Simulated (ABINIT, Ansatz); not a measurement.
# ZnSe (Stilleite): zone-centre phonons, part 2 of 2

Aim: the zone-centre modes of ZnSe (Stilleite).

ABINIT 10.8.3; DFT LDA, scalar-relativistic, plane waves, PseudoDojo norm-conserving pseudopotentials.

So far. Step 3 (Ground state): The cell stands at -0.50 GPa: the relaxation ran with a smoothed and higher cutoff and on another k mesh. Step 5 (Zone-centre response): The acoustic modes at Γ come out as far as 3.2 cm⁻¹ from zero, where they should vanish, a small numerical error; the Born charges miss their sum rule by 2.2e-4 e, which is good. The relaxed cell has a = 5.567 Å (conventional setting).

## (6) Zone-centre analysis

anaddb reads the merged derivatives, imposes the acoustic sum rule and charge neutrality, and adds the LO-TO term along chosen directions.

anaddb.abi reads:

```
ddb_filepath "gamma_DDB"
output_file "anaddb.abo"
outdata_prefix "anaddb"
asr 1
chneut 1
enunit 2
eivec 1
nph1l 1
qph1l 0.0 0.0 0.0 1.0
dieflag 1
nph2l 3
qph2l 
    1.0 0.0 0.0 0.0
    0.0 0.0 1.0 0.0
    1.0 1.0 1.0 0.0
```

mrgddb.in reads:

```
gamma_DDB
merged
2
dfpt_gammao_DS2_DDB
gso_DDB
```

Run with:

```bash
> mrgddb < mrgddb.in > mrgddb.log
> OMP_NUM_THREADS=1 anaddb anaddb.abi > anaddb.log
```

anaddb.abo, the main output file:

```text
[banners, grids, parts of the stress and lines that vanish by symmetry left out]
-outvars_anaddb: echo values of input variables ----------------------

 Flags :
[...]
Dielectric Tensor and Effective Charges
[...]
Effective charge tensors after
[...]
Phonon wavevector (reduced coordinates) :  0.00000  0.00000  0.00000
 Phonon energies in Hartree :
[...]
Phonon energies in meV     :
-  0.000000E+00  0.000000E+00  0.000000E+00  2.711295E+01  2.711295E+01
-  2.711295E+01
 Phonon frequencies in cm-1    :
-  0.000000E+00  0.000000E+00  0.000000E+00  2.186807E+02  2.186807E+02
-  2.186807E+02
 Phonon frequencies in Thz     :
-  0.000000E+00  0.000000E+00  0.000000E+00  6.555882E+00  6.555882E+00
-  6.555882E+00
 Phonon energies in Kelvin  :
-  0.000000E+00  0.000000E+00  0.000000E+00  3.146327E+02  3.146327E+02
-  3.146327E+02
[...]
-  1  0.00000000E+00  0.00000000E+00 -1.94944704E-03
-     0.00000000E+00  0.00000000E+00  0.00000000E+00
-  2  0.00000000E+00  0.00000000E+00 -1.94944797E-03
-     0.00000000E+00  0.00000000E+00  0.00000000E+00
[...]
-  1  0.00000000E+00  1.94944704E-03  0.00000000E+00
-     0.00000000E+00  0.00000000E+00  0.00000000E+00
-  2  0.00000000E+00  1.94944797E-03  0.00000000E+00
-     0.00000000E+00  0.00000000E+00  0.00000000E+00
[...]
-  1  1.94944704E-03  0.00000000E+00  0.00000000E+00
-     0.00000000E+00  0.00000000E+00  0.00000000E+00
-  2  1.94944797E-03  0.00000000E+00  0.00000000E+00
-     0.00000000E+00  0.00000000E+00  0.00000000E+00
[...]
-  1  0.00000000E+00 -1.25502580E-07 -2.14219770E-03
-     0.00000000E+00  0.00000000E+00  0.00000000E+00
-  2  0.00000000E+00  1.03933762E-07  1.77404054E-03
-     0.00000000E+00  0.00000000E+00  0.00000000E+00
[...]
-  1  1.63964118E-07  2.14219769E-03 -1.25499322E-07
-     0.00000000E+00  0.00000000E+00  0.00000000E+00
-  2 -1.35785317E-07 -1.77404054E-03  1.03931063E-07
-     0.00000000E+00  0.00000000E+00  0.00000000E+00
[...]
-  1  2.14219770E-03 -1.63961624E-07  0.00000000E+00
-     0.00000000E+00  0.00000000E+00  0.00000000E+00
-  2 -1.77404054E-03  1.35783251E-07  0.00000000E+00
-     0.00000000E+00  0.00000000E+00  0.00000000E+00
[...]
-     1         -0.000000    -0.000000     0.000001     0.000001
-     2         -0.000000    -0.000001    -0.000000     0.000001
-     3         -0.000001     0.000000    -0.000000     0.000001
-     4          0.000055    -0.000162    -2.770873     2.770873
-     5          0.000212     2.770873    -0.000162     2.770873
-     6          2.770873    -0.000212     0.000055     2.770873
[...]
-   1     Real    0.0000E+00  0.0000E+00  0.0000E+00  0.0000E+00  0.0000E+00  0.0000E+00  0.0000E+00
[...]
-   2     Real    0.0000E+00  0.0000E+00  0.0000E+00  0.0000E+00  0.0000E+00  0.0000E+00  0.0000E+00
[...]
-   3     Real    0.0000E+00  0.0000E+00  0.0000E+00  0.0000E+00  0.0000E+00  0.0000E+00  0.0000E+00
[...]
-   4     Real    2.3456E-14  2.0387E-13  5.9397E-05 -6.9152E-14 -1.1804E-09  3.4798E-09  5.9397E-05
[...]
-   5     Real    3.4797E-13  5.9397E-05  2.0386E-13  4.5462E-09 -2.6634E-13 -3.4797E-09  5.9397E-05
[...]
-   6     Real    5.9397E-05  3.4796E-13  2.3467E-14 -4.5462E-09  1.1806E-09 -9.0364E-14  5.9397E-05
[...]
Phonon at Gamma, with non-analyticity in the
[...]
Phonon energies in Hartree :
[...]
Phonon energies in meV     :
-  0.000000E+00  0.000000E+00  0.000000E+00  2.711295E+01  2.711295E+01
-  3.142980E+01
 Phonon frequencies in cm-1    :
-  0.000000E+00  0.000000E+00  0.000000E+00  2.186807E+02  2.186807E+02
-  2.534984E+02
 Phonon frequencies in Thz     :
-  0.000000E+00  0.000000E+00  0.000000E+00  6.555882E+00  6.555882E+00
-  7.599692E+00
 Phonon energies in Kelvin  :
-  0.000000E+00  0.000000E+00  0.000000E+00  3.146327E+02  3.146327E+02
-  3.647277E+02
[...]
-  1  0.00000000E+00  0.00000000E+00 -1.94944704E-03
-     0.00000000E+00  0.00000000E+00  0.00000000E+00
-  2  0.00000000E+00  0.00000000E+00 -1.94944797E-03
-     0.00000000E+00  0.00000000E+00  0.00000000E+00
[...]
Phonon at Gamma, with non-analyticity in the
[...]
Phonon energies in Hartree :
[...]
Phonon energies in meV     :
-  0.000000E+00  0.000000E+00  0.000000E+00  2.711295E+01  2.711295E+01
-  3.142980E+01
 Phonon frequencies in cm-1    :
-  0.000000E+00  0.000000E+00  0.000000E+00  2.186807E+02  2.186807E+02
-  2.534984E+02
 Phonon frequencies in Thz     :
-  0.000000E+00  0.000000E+00  0.000000E+00  6.555882E+00  6.555882E+00
-  7.599692E+00
 Phonon energies in Kelvin  :
-  0.000000E+00  0.000000E+00  0.000000E+00  3.146327E+02  3.146327E+02
-  3.647277E+02
[...]
Phonon at Gamma, with non-analyticity in the
[...]
Phonon energies in Hartree :
[...]
Phonon energies in meV     :
-  0.000000E+00  0.000000E+00  0.000000E+00  2.711295E+01  2.711295E+01
-  3.142980E+01
 Phonon frequencies in cm-1    :
-  0.000000E+00  0.000000E+00  0.000000E+00  2.186807E+02  2.186807E+02
-  2.534984E+02
 Phonon frequencies in Thz     :
-  0.000000E+00  0.000000E+00  0.000000E+00  6.555882E+00  6.555882E+00
-  7.599692E+00
 Phonon energies in Kelvin  :
-  0.000000E+00  0.000000E+00  0.000000E+00  3.146327E+02  3.146327E+02
-  3.647277E+02
[...]
-  1  1.67263563E-06 -1.94943987E-03 -5.03391966E-06
-     0.00000000E+00  0.00000000E+00  0.00000000E+00
-  2  1.67271532E-06 -1.94944072E-03 -5.03384315E-06
-     0.00000000E+00  0.00000000E+00  0.00000000E+00
[...]
-  1  1.94944597E-03  1.66949897E-06  1.25021040E-06
-     0.00000000E+00  0.00000000E+00  0.00000000E+00
-  2  1.94944682E-03  1.66942088E-06  1.25013211E-06
-     0.00000000E+00  0.00000000E+00  0.00000000E+00
[...]
-  1  2.66173421E-04  1.36403362E-03 -1.63020704E-03
-     0.00000000E+00  0.00000000E+00  0.00000000E+00
-  2 -2.20428973E-04 -1.12961140E-03  1.35004037E-03
-     0.00000000E+00  0.00000000E+00  0.00000000E+00
[...]
-  1  1.72872565E-03 -1.09487577E-03 -6.33849881E-04
-     0.00000000E+00  0.00000000E+00  0.00000000E+00
-  2 -1.43162762E-03  9.06710900E-04  5.24916719E-04
-     0.00000000E+00  0.00000000E+00  0.00000000E+00
[...]
Direction                     Dielectric constant
[...]
0.00000   0.00000   1.00000     10.09841922
   1.00000   1.00000   1.00000     10.09841922
-
```

Run time: 0.5 s. Hardware: 1 thread of Arm Neoverse V1, shared host.

Numbers from this step:

* mean static dielectric constant: 10.10
* highest mode moved by the LO-TO term: 253.5 cm⁻¹

No LO-TO term; unit eigenvectors of the mass-weighted matrix, from anaddb's displacements. The modes at Γ (shares of kinetic energy by element, %):

| mode | frequency (cm⁻¹) | symmetry | Zn % | Se % |
| --- | --- | --- | --- | --- |
| 1 | 0.0 | acoustic | 45 | 55 |
| 2 | 0.0 | acoustic | 45 | 55 |
| 3 | 0.0 | acoustic | 45 | 55 |
| 4 | 218.7 | T2 | 55 | 45 |
| 5 | 218.7 | T2 | 55 | 45 |
| 6 | 218.7 | T2 | 55 | 45 |

Displacements in mode 5 (218.7 cm⁻¹), the largest set to 1:
```
Zn1  0.00  1.00  0.00
Se2  0.00 -0.83  0.00
```

Trace of the oscillator strength, degenerate modes summed. Infrared lines, with heights relative to the strongest:

| position (cm⁻¹) | lines merged | IR intensity, relative |
| --- | --- | --- |
| 219 | 3 | 100 |

Static dielectric tensor (ions relaxed, fixed cell):

```
10.10  0.00  0.00
 0.00 10.10  0.00
 0.00  0.00 10.10
```

The rule moves no optical mode by more than 0.1 cm⁻¹.

## (7) Cross-check with Ansatz

The same cell, potentials and cutoff go through another code, on another k mesh. Its k mesh is centred on Γ.

This step: DFT LDA, scalar-relativistic, plane waves, PseudoDojo norm-conserving pseudopotentials (Ansatz 0.2.0).

input.yaml reads:

```yaml
crystal:
  lattice:
    - [0.0, 2.7833072426, 2.7833072426]
    - [2.7833072426, 0.0, 2.7833072426]
    - [2.7833072426, 2.7833072426, 0.0]
  atoms:
    - { symbol: Zn, position: [0.0, 0.0, 0.0] }
    - { symbol: Se, position: [0.25, 0.25, 0.25] }
kpoints:
  mp_grid: { grid: [8, 8, 8] }
hamiltonian:
  xc: lda
  pseudopotentials: { kind: nc, accuracy: standard }
scf:
  occupations: { method: fixed }
output:
  eigenvalues: true
basis:
  ecutwfc: 1061.244
phonons:
  method: dfpt
  dielectric: true
  rigid_motions: translations
```

Run with:

```bash
> ansatz run input.yaml --threads 4 --pin off --max-ram 16384MiB --backend cpu --events-out ev --progress --plain --runs-dir out
```

Log:

```text
Warning: basis.ecutwfc = 1061.244 eV is below the records' recommended 1170.089609 eV, and the density's cutoff is lower with it unless basis.ecutrho_ratio is high enough to keep the records' density cutoff: compare with a run at a higher cutoff
Engine: ansatz 0.2.0, aarch64-unknown-linux-gnu
Pseudopotentials: kind: nc
Pseudopotential: Zn, nc, valence charge 20, recommended cutoff 1142.878222 eV (normal), Zn.nc.azcp (PseudoDojo's, or run here from an input of PseudoDojo's; its table is named by hamiltonian.pseudopotentials.accuracy)
Pseudopotential: Se, nc, valence charge 16, recommended cutoff 1170.089609 eV (normal), Se.nc.azcp (PseudoDojo's, or run here from an input of PseudoDojo's; its table is named by hamiltonian.pseudopotentials.accuracy)
Functional definition: SPW92
  exchange = slater_x
  correlation = pw_c
Crystal: 2 atoms, lattice volume = 43.123 Å³
Basis set: ecut = 1061.244 eV, 3383 PW (Γ), exchange–correlation on 90×90×90 points (8 copies of the dense FFT grid, shifted against one another)
Bands: 22, of which v1, the nominal top of the filled ones, is band 18 counted from 1 (17 counted from 0)
Symmetry: 24 space group operations
k-points: 95 of 512 (irreducible under 4 space group operations, time reversal used)
Non-local potential: Zn, projectors of the file, l = 0: 2, l = 1: 2, l = 2: 2
Non-local potential: Se, projectors of the file, l = 0: 2, l = 1: 2, l = 2: 2
Initial density: superposition of atomic densities (chi_scale 0.1, normalization cell, long waves kept (reshape's long-wave potential 0.00 eV rms))
Initial wavefunctions: pseudopotential atomic-orbital guess
Functional: x = slater, c = lda
SCF iter   1: F=—  HF=-8985.102168 eV  |F-HF|=—  |Δ(HF+E_count)|=         —  Δρ=9.47e-2  dr2=3.10e0  ethr=3.10e-3  ⟨swp⟩=4.7  Hψ=8154  notcnv=0  defer=182
preconditioner: auto → none  [insulator: Δε(μ)=0.972 eV  Ē_g=13.444 eV  n_scr=14 (ndim 8)  ℏωp=24.0 eV  f_vac=0.113  ε∞_Penn≈4.2]
SCF iter   2: F=—  HF=-8984.013972 eV  |F-HF|=—  |Δ(HF+E_count)|=    1.09e0  Δρ=3.39e-2  dr2=3.36e-1  ethr=3.10e-3  ⟨swp⟩=3.1  Hψ=5611  notcnv=0  defer=140
SCF iter   3: F=—  HF=-8983.907889 eV  |F-HF|=—  |Δ(HF+E_count)|=   1.06e-1  Δρ=1.07e-2  dr2=2.22e-2  ethr=9.33e-4  ⟨swp⟩=3.0  Hψ=3710  notcnv=0  defer=182
SCF iter   4: F=—  HF=-8983.900740 eV  |F-HF|=—  |Δ(HF+E_count)|=   7.15e-3  Δρ=2.99e-3  dr2=1.73e-3  ethr=6.18e-5  ⟨swp⟩=2.8  Hψ=4278  notcnv=0  defer=182
SCF iter   5: F=—  HF=-8983.900109 eV  |F-HF|=—  |Δ(HF+E_count)|=   6.31e-4  Δρ=6.95e-4  dr2=5.88e-5  ethr=4.81e-6  ⟨swp⟩=2.1  Hψ=3875  notcnv=0  defer=182
SCF iter   6: F=—  HF=-8983.900110 eV  |F-HF|=—  |Δ(HF+E_count)|=   8.89e-7  Δρ=1.42e-4  dr2=4.69e-6  ethr=1.63e-7  ⟨swp⟩=3.0  Hψ=3828  notcnv=0  defer=182
SCF iter   7: F=—  HF=-8983.900106 eV  |F-HF|=—  |Δ(HF+E_count)|=   3.96e-6  Δρ=3.17e-5  dr2=2.43e-7  ethr=1.30e-8  ⟨swp⟩=2.0  Hψ=2598  notcnv=0  defer=111
SCF iter   8: F=—  HF=-8983.900283 eV  |F-HF|=—  |Δ(HF+E_count)|=   1.77e-4  Δρ=1.76e-6  dr2=4.99e-10  ethr=6.76e-10  ⟨swp⟩=2.0  Hψ=2850  notcnv=0  defer=52
SCF iter   9: F=-8983.900283 eV  HF=-8983.900283 eV  |F-HF|=1.09e-11  |Δ(HF+E_count)|=  4.18e-11  Δρ=2.34e-7  dr2=9.76e-12  ethr=1.00e-12  ⟨swp⟩=8.7  Hψ=13541  notcnv=0
SCF 1 converged in 9 iterations: F = -8983.900283 eV  dr2 = 9.76e-12
DFPT response loops at Γ: preconditioner auto → none (the input reference at scf.mixing.eps_inf says where Resta's filter doesn't serve); β = 0.50; Broyden in place of MSR1
── the response to a field inside a basis, on 10×10×10 k-points: an SCF that follows is theirs, and a resumed run solves both again ──
Bands: 19, of which v1, the nominal top of the filled ones, is band 18 counted from 1 (17 counted from 0)
k-points: 110
Initial density: handed on by an earlier stage of this run
Initial wavefunctions: pseudopotential atomic-orbital guess (no wavefunctions were taken with the density)
Eigensolver: Dense (110 Hₖ)
SCF iter   1: F=—  HF=-8983.888677 eV  |F-HF|=—  |Δ(HF+E_count)|=         —  Δρ=3.44e-4  dr2=6.46e-6  ethr=1.00e-1
preconditioner: auto → none  [insulator: Δε(μ)=1.344 eV  Ē_g=9.695 eV  n_scr=14 (ndim 8)  ℏωp=24.0 eV  f_vac=0.157  ε∞_Penn≈7.1]
SCF iter   2: F=—  HF=-8983.888676 eV  |F-HF|=—  |Δ(HF+E_count)|=   1.23e-6  Δρ=1.56e-4  dr2=1.02e-6  ethr=1.79e-8
SCF iter   3: F=—  HF=-8983.888676 eV  |F-HF|=—  |Δ(HF+E_count)|=   1.02e-7  Δρ=2.99e-5  dr2=1.63e-7  ethr=2.84e-9
SCF iter   4: F=-8983.888676 eV  HF=-8983.888676 eV  |F-HF|=1.53e-9  |Δ(HF+E_count)|=   4.02e-8  Δρ=1.19e-5  dr2=6.46e-9  ethr=4.54e-10
SCF 1 converged in 4 iterations: F = -8983.888676 eV  dr2 = 6.46e-9
DFPT response loops at Γ: mixed as the last ones told, above
WARN: field response: ε∞ stands inside a basis, on 10×10×10 points; the force constants stand on the 8×8×8 k-mesh, whose period is 10.64 times the interband length at k = (0.0000, 0.0000, 0.0000), direct gap 1.249 eV, under 14: take them and everything formed from them as unconverged, and compare with a denser kpoints.mp_grid
SCF converged after 9 iterations
Free energy (F): -8983.900283 eV
Harris-Foulkes:  -8983.900283 eV  (|F-HF|=1.09e-11)
Internal energy: -8983.900283 eV  (E = F + TS)
E sigma→0 (E₀):  -8983.900283 eV
Fermi energy:    8.916004 eV
--- Per-component energies (eV) ---
  E_band       = -983.110303
  E_kinetic    = 4639.563790
  E_local      = -8464.069123  (includes V_loc(G=0)·N_el)
  E_nonlocal   = -2692.342005
  E_hartree    = 3339.423065
  E_xc         = -1252.555948
  E_vxc        = -1145.108920  (∫ρ·V_xc dr)
  E_ewald      = -4553.920062
  E_smearing   = -0.000000  (= −TS)
  E_closure    = 0.000000  (closes the sum)
  Σ components = -8983.900283   (vs F -8983.900283, Δ=0.00e0)
--- Band table (eV; the first three rows and the last of 95) ---
  k-point 0: bands = [... 14 lower, 2.4740, 8.9160, 8.9160, 8.9160, 10.1655, 14.6193, 14.6193, 14.6193]
  k-point 1: bands = [... 14 lower, 2.4722, 7.5014, 8.7465, 8.7465, 11.1922, 14.5726, 14.8927, 14.8927]
  k-point 2: bands = [... 14 lower, 2.4737, 5.6621, 8.3883, 8.3883, 11.6120, 15.2895, 15.2895, 15.4787]
  k-point 94: bands = [... 14 lower, 2.8194, 3.9007, 5.8928, 5.9600, 14.2686, 14.6119, 15.8529, 16.4837]
--- Phonons (Γ-DFPT): 2 representative perturbations + reference, on 95 of 512 k-points (Σ response iterations 6) ---
  k mesh reduced under 4 symmetry operations, with k and −k counted as one. Each operation leaves every solved perturbation unchanged. A smaller set is not considered because the run solves the response to a homogeneous field
  ASR residual: 4.257e-4 → 0.000e0 eV/Å²; symmetrization residual: 1.620e-5 eV/Å²
  ASR residual per site (eV/Å²): 3.41e-4 4.26e-4
  Γ frequencies (cm⁻¹): 0.00 0.00 0.00 218.67 218.67 218.67
  ε∞ (high-frequency dielectric tensor):
        7.522495    -0.000000     0.000000
       -0.000000     7.522495     0.000000
        0.000000     0.000000     7.522495
  ε⁰ (static dielectric tensor: ions relaxed, cell fixed):
       10.102064    -0.000000     0.000000
       -0.000000    10.102064     0.000000
        0.000000     0.000000    10.102064
  ε⁰ − ε∞ (ionic part):
        2.579569    -0.000000     0.000000
       -0.000000     2.579569    -0.000000
        0.000000    -0.000000     2.579569
  softest optical mode at Γ: 218.67 cm⁻¹; the repairs (sum rule, projections) moved no ω² at Γ by more than (1.37 cm⁻¹)²
  Born effective charges Z* (e; rows j = field, columns β = displacement):
    site 0:
         1.96633   -0.00000    0.00000
        -0.00000    1.96633    0.00000
         0.00000    0.00000    1.96633
    site 1:
        -1.96633    0.00000   -0.00000
         0.00000   -1.96633   -0.00000
        -0.00000   -0.00000   -1.96633
  Z* charge neutrality: 1.928e-3 e pre-enforcement
  solved inside a basis spanned on kpoints, on 10×10×10 k-points transformed towards the longest dipole: ε∞ is read to err by 2.0e-2, Z* by 2.2e-2 e (field_mesh: kpoints solves on kpoints); Z* is corrected for what the basis lacks
  optical modes at Γ without the LO–TO term, one row a degenerate level:
      ω (cm⁻¹)  modes    IR ((D/Å)²/amu)
        218.67      3             7.4818
  optical modes at Γ + LO–TO along q̂ = [1.0000, 0.0000, 0.0000]:
      ω (cm⁻¹)  modes    IR ((D/Å)²/amu)
        218.67      2             4.9878
        253.40      1             2.4939
  optical modes at Γ + LO–TO along q̂ = [0.0000, 1.0000, 0.0000]:
      ω (cm⁻¹)  modes    IR ((D/Å)²/amu)
        218.67      2             4.9878
        253.40      1             2.4939
  optical modes at Γ + LO–TO along q̂ = [0.0000, 0.0000, 1.0000]:
      ω (cm⁻¹)  modes    IR ((D/Å)²/amu)
        218.67      2             4.9878
        253.40      1             2.4939
```

The job ended after 68 s (4 threads; peak memory 1.3 GiB).

Read from the output:

* gap on the k-mesh: 1.249 eV
* sum-rule residual before enforcement: 4.26e-4 eV/Å²
* miss of the charge sum rule: 0.001928 e
* estimated error of the dielectric tensor: 0.02049
* estimated error of the Born charges: 0.02215 e
* mean high-frequency dielectric constant: 7.522
* largest Born charge in size (third of the trace): 1.966 e
* highest mode moved by the LO-TO term: 253.4 cm⁻¹

Transverse modes. Lines of the infrared spectrum (strongest = 100):

| position (cm⁻¹) | label | IR intensity ((D/Å)²/amu), degenerate modes summed, relative |
| --- | --- | --- |
| 219 | T2 | 100 |

The log warns that the force constants on this k mesh are to be taken as unconverged.

## (8) Side by side: ABINIT PseudoDojo and Ansatz, PseudoDojo

Numbers from this step:

* root-mean-square difference: 0.01 cm⁻¹
* largest difference: 0.01 cm⁻¹

Frequencies side by side, by row:

| q (reciprocal lattice) | mode | ABINIT PseudoDojo (cm⁻¹) | Ansatz, PseudoDojo (cm⁻¹) |
| --- | --- | --- | --- |
| 0 0 0 | 1 | 0 | 0 |
| 0 0 0 | 2 | 0 | 0 |
| 0 0 0 | 3 | 0 | 0 |
| 0 0 0 | 4 | 218.7 | 218.7 |
| 0 0 0 | 5 | 218.7 | 218.7 |
| 0 0 0 | 6 | 218.7 | 218.7 |

The two runs side by side. Further quantities:

| quantity | ABINIT PseudoDojo | Ansatz, PseudoDojo |
| --- | --- | --- |
| mean ε∞ | 7.515 | 7.522 |
| largest Born charge in size (e; the first before, the second after the charge sum rule) | 1.968 | 1.966 |
| summed IR intensity ((D/Å)²/amu) | 7.494 | 7.482 |

At the zone centre the largest difference (acoustic modes at Γ apart) is 0.005 % of the highest mode.

## (9) Summary of results

```json
{
 "space group after relaxation": "F-43m",
 "volume per atom": "21.6 Å³",
 "highest optical zone-centre mode (no LO-TO term)": "218.7 cm⁻¹",
 "highest mode moved by the LO-TO term": "253.5 cm⁻¹",
 "mean high-frequency dielectric constant": "7.51",
 "largest Born charge in size (third of the trace)": "1.97 e",
 "mean static dielectric constant": "10.1",
 "imaginary optical modes at the zone centre (no q mesh in this session)": "none",
 "largest difference from Ansatz, PseudoDojo": "0.01 cm⁻¹"
}
```

What this shows: At the LDA level the optical modes of ZnSe (Stilleite) at the zone centre (no LO-TO term) lie at 219 cm⁻¹. The base run prints -0.50 GPa, mostly the error of a finite basis; the relaxation, with a smoothed and higher cutoff, had brought the cell to rest. Along the directions run, the highest mode that the macroscopic field moves lies at 254 cm⁻¹. Lattice motion raises the mean dielectric constant from 7.515 to 10.10. The Born charge of Se is -1.968 e against a formal charge of -2, close to the ionic value. The Lyddane-Sachs-Teller relation holds: (ωLO/ωTO)² is 1.34 and ε₀/ε∞ is 1.34. ABINIT PseudoDojo and Ansatz, PseudoDojo agree to 0.01 cm⁻¹ (0.005 % of the highest mode compared) on all solved modes but the acoustic ones at Γ, without the LO-TO term. These are harmonic frequencies at zero temperature: anharmonic shifts and linewidths and thermal expansion are left out. Ansatz warns that the cutoff lies 9 % under the one recommended for these files; agreement at one cutoff is not convergence. Ansatz's log warns that force constants on this k mesh are to be taken as unconverged.

Calculation against experiment:

```
             quantity  measured  LDA PseudoDojo norm-conserving, ABINIT
Raman mode, TO (cm⁻¹)       207                            219 (+5.7 %)
```

Measured values from arxiv:2008.07187 (2020).

Verdict: The Raman mode is off by +5.7 %: fair agreement. The grades are ours: good and fair within 3 and 7 % for the Raman mode. For Raman mode the calculation has a static lattice, without zero-point motion or thermal expansion. Limits of convergence are named above.

[Host names and launcher messages were left out of these logs when they were recorded.]

[Logs are printed without paths, hosts, clocks, repeated set-up lines and the standing remarks that a program may print on its own settings, such as how far it seeks lower states.]

[Hosts, paths, dates, database ids (printed as entryN), source tags and the programs' standing remarks are cut or masked in the printed files.]
